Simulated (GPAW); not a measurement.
**free-standing triangular Co monolayer, spacing 2.65 A: a ladder in the smearing**

Aim: see how far moments and order energies of free-standing triangular Co monolayer, spacing 2.65 A move with the smearing, and what each rung costs.

Calculated with GPAW 26.7.0; PBE; plane waves with GPAW's PAW setups, scalar-relativistic.

This is a report of a sequence of runs, with most program output left out.

**1. The starting structure**

The cell holds 1 atom: 1 Co. Cell: a = 2.650 Å, b = 2.650 Å, c = 14.000 Å, α = 90.0°, β = 90.0°, γ = 120.0°. model lattice. Vacuum lies along c.

Structure file:

```cif
data_structure
_symmetry_space_group_name_H-M 'P 1'
_symmetry_Int_Tables_number 1
_cell_length_a 2.6500
_cell_length_b 2.6500
_cell_length_c 14.0000
_cell_angle_alpha 90.000
_cell_angle_beta 90.000
_cell_angle_gamma 120.000
_cell_volume 85.14
loop_
_atom_site_label
_atom_site_type_symbol
_atom_site_fract_x
_atom_site_fract_y
_atom_site_fract_z
_atom_site_occupancy
Co1 Co 0.00000 0.00000 0.50000 1
```

**2. Rung 1 (width 0.4 eV), start ferro +**

A wide smearing converges easily but acts like a high temperature on the moments; each rung narrows it.

Contents of order1.py:

```python
import json
import numpy as np
from ase import Atoms
from ase.parallel import paropen, parprint
from gpaw import GPAW

atoms = Atoms(['Co'],
    cell=[[2.65, 0.0, 0.0],
         [-1.325, 2.294967, 0.0],
         [0.0, 0.0, 14.0]],
    scaled_positions=[[0.0, 0.0, 0.5]],
    pbc=True,
    magmoms=[2.0])
atoms.calc = GPAW(mode={'name': 'pw', 'ecut': 550},
    xc='PBE',
    kpts={'size': (12, 12, 1), 'gamma': True},
    occupations={'name': 'fermi-dirac', 'width': 0.4},
    convergence={'density': 1e-05, 'energy': 1e-05},
    maxiter=200,
    symmetry={'tolerance': 1e-4},
    txt='order1.txt')
e = atoms.get_potential_energy(force_consistent=True)
res = {'free_energy': e, 'energy_sigma0': atoms.get_potential_energy(), 'fermi_energy': atoms.calc.get_fermi_level()}
res['moments'] = atoms.get_magnetic_moments().tolist()
res['total'] = atoms.get_magnetic_moment()
parprint('site moments (muB):', np.round(res['moments'], 3))
parprint(f"total moment: {res['total']:.3f} muB")
parprint(f'free energy: {e:.6f} eV')
atoms.calc.write('order1.gpw')
with paropen('results.json', 'w') as f:
    json.dump(res, f)
```

On the command line:

```console
> OMP_NUM_THREADS=1 python3 order1.py > order1.log
```

Run time: 8 s. Hardware: 1 MPI rank of AMD EPYC 9R45, shared host; peak memory 0.19 GiB.

Read from the output:

```yaml
magnetization: 1.888 μB
final_state: ferromagnetic
largest_moment: 1.846 μB
```

After 14 cycles the largest moment stands at 1.85 μB.

**3. Rung 1 (width 0.4 eV), start antiferro q=(0,1/2,0) +-**

The second start gives the energy difference between the two end states, the quantity that is followed up the ladder. Its q is in fractions of the reciprocal vectors of the first run's cell.

order2.py is the script of step 2 with these lines changed:

```diff
@@ -6,12 +6,13 @@
 
-atoms = Atoms(['Co'],
+atoms = Atoms(['Co', 'Co'],
     cell=[[2.65, 0.0, 0.0],
-         [-1.325, 2.294967, 0.0],
+         [-2.65, 4.589934, 0.0],
          [0.0, 0.0, 14.0]],
-    scaled_positions=[[0.0, 0.0, 0.5]],
+    scaled_positions=[[0.0, 0.0, 0.5],
+         [0.0, 0.5, 0.5]],
     pbc=True,
-    magmoms=[2.0])
+    magmoms=[2.0, -2.0])
 atoms.calc = GPAW(mode={'name': 'pw', 'ecut': 550},
     xc='PBE',
-    kpts={'size': (12, 12, 1), 'gamma': True},
+    kpts={'size': (12, 6, 1), 'gamma': True},
     occupations={'name': 'fermi-dirac', 'width': 0.4},
@@ -20,3 +21,3 @@
     symmetry={'tolerance': 1e-4},
-    txt='order1.txt')
+    txt='order2.txt')
 e = atoms.get_potential_energy(force_consistent=True)
@@ -28,3 +29,3 @@
 parprint(f'free energy: {e:.6f} eV')
-atoms.calc.write('order1.gpw')
+atoms.calc.write('order2.gpw')
 with paropen('results.json', 'w') as f:
```

On the command line:

```console
> OMP_NUM_THREADS=1 python3 order2.py > order2.log
```

It took 44 s on 1 MPI rank; peak memory 0.34 GiB.

Read from the output:

```
magnetization  : 0 μB
final state    : antiferromagnetic
largest moment : 1.620 μB
```

This start lies +67.7 meV a seeded atom from the first; its largest moment is 1.62 μB.

**4. Rung 2 (width 0.2 eV), start ferro +**

order1.py is the script of step 2 with these lines changed:

```diff
@@ -16,3 +16,3 @@
     kpts={'size': (12, 12, 1), 'gamma': True},
-    occupations={'name': 'fermi-dirac', 'width': 0.4},
+    occupations={'name': 'fermi-dirac', 'width': 0.2},
     convergence={'density': 1e-05, 'energy': 1e-05},
```

On the command line:

```console
> OMP_NUM_THREADS=1 python3 order1.py > order1.log
```

Elapsed: 7 s, on 1 MPI rank; peak memory 0.19 GiB.

This step gave:

| Item | Value |
| --- | --- |
| magnetization | 1.961 μB |
| final state | ferromagnetic |
| largest moment | 1.979 μB |

The largest moment moves by +0.13 μB from rung 1, at 0.96 times its CPU time.

**5. Rung 2 (width 0.2 eV), start antiferro q=(0,1/2,0) +-**

order2.py is the script of step 3 with these lines changed:

```diff
@@ -17,3 +17,3 @@
     kpts={'size': (12, 6, 1), 'gamma': True},
-    occupations={'name': 'fermi-dirac', 'width': 0.4},
+    occupations={'name': 'fermi-dirac', 'width': 0.2},
     convergence={'density': 1e-05, 'energy': 1e-05},
```

On the command line:

```console
> OMP_NUM_THREADS=1 python3 order2.py > order2.log
```

Run time: 52 s. Hardware: 1 MPI rank; peak memory 0.35 GiB.

Numbers from this step:

| Item | Value |
| --- | --- |
| magnetization | 0 μB |
| final state | antiferromagnetic |
| largest moment | 1.780 μB |

This start lies +150.4 meV a seeded atom from the first, a change of +82.7 meV since rung 1; its largest moment is 1.78 μB.

**6. Rung 3 (width 0.1 eV), start ferro +**

order1.py is the script of step 4 with these lines changed:

```diff
@@ -16,3 +16,3 @@
     kpts={'size': (12, 12, 1), 'gamma': True},
-    occupations={'name': 'fermi-dirac', 'width': 0.2},
+    occupations={'name': 'fermi-dirac', 'width': 0.1},
     convergence={'density': 1e-05, 'energy': 1e-05},
```

On the command line:

```console
> OMP_NUM_THREADS=1 python3 order1.py > order1.log
```

The job ended after 8.4 s (1 MPI rank; peak memory 0.19 GiB).

Read from the output:

- magnetization: 1.903 μB
- final state: ferromagnetic
- largest moment: 1.968 μB

The largest moment moves by -0.01 μB from rung 2, at 1.2 times its CPU time.

**7. Rung 3 (width 0.1 eV), start antiferro q=(0,1/2,0) +-**

order2.py is the script of step 5 with these lines changed:

```diff
@@ -17,3 +17,3 @@
     kpts={'size': (12, 6, 1), 'gamma': True},
-    occupations={'name': 'fermi-dirac', 'width': 0.2},
+    occupations={'name': 'fermi-dirac', 'width': 0.1},
     convergence={'density': 1e-05, 'energy': 1e-05},
```

On the command line:

```console
> OMP_NUM_THREADS=1 python3 order2.py > order2.log
```

The job ended after 51 s (1 MPI rank; peak memory 0.35 GiB).

Read from the output:

```
magnetization  : 0 μB
final state    : antiferromagnetic
largest moment : 1.834 μB
```

This start lies +147.2 meV a seeded atom from the first, a change of -3.3 meV since rung 2; its largest moment is 1.83 μB.

**8. Rung 4 (width 0.05 eV), start ferro +**

order1.py is the script of step 6 with these lines changed:

```diff
@@ -16,3 +16,3 @@
     kpts={'size': (12, 12, 1), 'gamma': True},
-    occupations={'name': 'fermi-dirac', 'width': 0.1},
+    occupations={'name': 'fermi-dirac', 'width': 0.05},
     convergence={'density': 1e-05, 'energy': 1e-05},
```

On the command line:

```console
> OMP_NUM_THREADS=1 python3 order1.py > order1.log
```

Run time: 7.9 s. Hardware: 1 MPI rank; peak memory 0.19 GiB.

This step gave:

| Item | Value |
| --- | --- |
| magnetization | 1.858 μB |
| final state | ferromagnetic |
| largest moment | 1.946 μB |

The largest moment moves by -0.02 μB from rung 3, at 0.93 times its CPU time.

**9. Rung 4 (width 0.05 eV), start antiferro q=(0,1/2,0) +-**

order2.py is the script of step 7 with these lines changed:

```diff
@@ -17,3 +17,3 @@
     kpts={'size': (12, 6, 1), 'gamma': True},
-    occupations={'name': 'fermi-dirac', 'width': 0.1},
+    occupations={'name': 'fermi-dirac', 'width': 0.05},
     convergence={'density': 1e-05, 'energy': 1e-05},
```

On the command line:

```console
> OMP_NUM_THREADS=1 python3 order2.py > order2.log
```

Elapsed: 50 s, on 1 MPI rank; peak memory 0.35 GiB.

Read from the output:

- magnetization: 0 μB
- final state: antiferromagnetic
- largest moment: 1.847 μB

This start lies +135.9 meV a seeded atom from the first, a change of -11.3 meV since rung 3; its largest moment is 1.85 μB.

**10. Rung 5 (width 0.02 eV), start ferro +**

order1.py is the script of step 8 with these lines changed:

```diff
@@ -16,3 +16,3 @@
     kpts={'size': (12, 12, 1), 'gamma': True},
-    occupations={'name': 'fermi-dirac', 'width': 0.05},
+    occupations={'name': 'fermi-dirac', 'width': 0.02},
     convergence={'density': 1e-05, 'energy': 1e-05},
```

On the command line:

```console
> OMP_NUM_THREADS=1 python3 order1.py > order1.log
```

The job ended after 7.8 s (1 MPI rank; peak memory 0.19 GiB).

Numbers from this step:

```
magnetization  : 1.847 μB
final state    : ferromagnetic
largest moment : 1.940 μB
```

The largest moment moves by -0.01 μB from rung 4, at 0.99 times its CPU time.

**11. Rung 5 (width 0.02 eV), start antiferro q=(0,1/2,0) +-**

order2.py is the script of step 9 with these lines changed:

```diff
@@ -17,3 +17,3 @@
     kpts={'size': (12, 6, 1), 'gamma': True},
-    occupations={'name': 'fermi-dirac', 'width': 0.05},
+    occupations={'name': 'fermi-dirac', 'width': 0.02},
     convergence={'density': 1e-05, 'energy': 1e-05},
```

On the command line:

```console
> OMP_NUM_THREADS=1 python3 order2.py > order2.log
```

It took 40 s on 1 MPI rank; peak memory 0.35 GiB.

This step gave:

```
magnetization  : 0 μB
final state    : antiferromagnetic
largest moment : 1.853 μB
```

This start lies +131.2 meV a seeded atom from the first, a change of -4.6 meV since rung 4; its largest moment is 1.85 μB.

**12. Side by side**

Ladder, by row:

```
rung  smearing (eV)  state from the first start  state from the second start  second less first (meV a seeded atom)  moment, first (μB)  moment, second (μB)  CPU time (s)
   1            0.4               ferromagnetic            antiferromagnetic                                  67.72               1.846                 1.62         51.57
   2            0.2               ferromagnetic            antiferromagnetic                                  150.4               1.979                 1.78          59.2
   3            0.1               ferromagnetic            antiferromagnetic                                  147.2               1.968                1.834         59.38
   4           0.05               ferromagnetic            antiferromagnetic                                  135.9               1.946                1.847         57.83
   5           0.02               ferromagnetic            antiferromagnetic                                  131.2                1.94                1.853         47.92
```

**13. Results**

```yaml
range_of_the_moment_in_the_table_first_start: 1.85 to 1.98 μB
range_of_cpu_time: 48 s to 59 s
range_of_the_energy_difference: 67.7 to 150 meV a seeded atom
first_rung_from_which_all_stay_within_6p6_mev_of_the_last: 4
```

From rung 4 on the result stays within 4.6 meV of the last rung, inside the margin of 6.6 meV set for it, at 121 % of the last rung's cost. The first start ends lower on every rung of the table; whether functional and cell give the true order is another question. The mesh stays the same, and a narrow smearing needs a finer one, so the last rung is no sure reference.

[Logs and program files are shortened in this print: banners, set-up blocks, solver, clock and traceback lines can be left out without a mark of their own.]

[Logs are printed without paths, hosts, clocks, repeated set-up lines and the standing remarks that a program may print on its own settings, such as how far it seeks lower states.]

[Hosts, paths, dates, database ids (printed as entryN), source tags and the programs' standing remarks are cut or masked in the printed files.]

[Where a cell is said to come from a database of computed structures, the database is the Materials Project.]
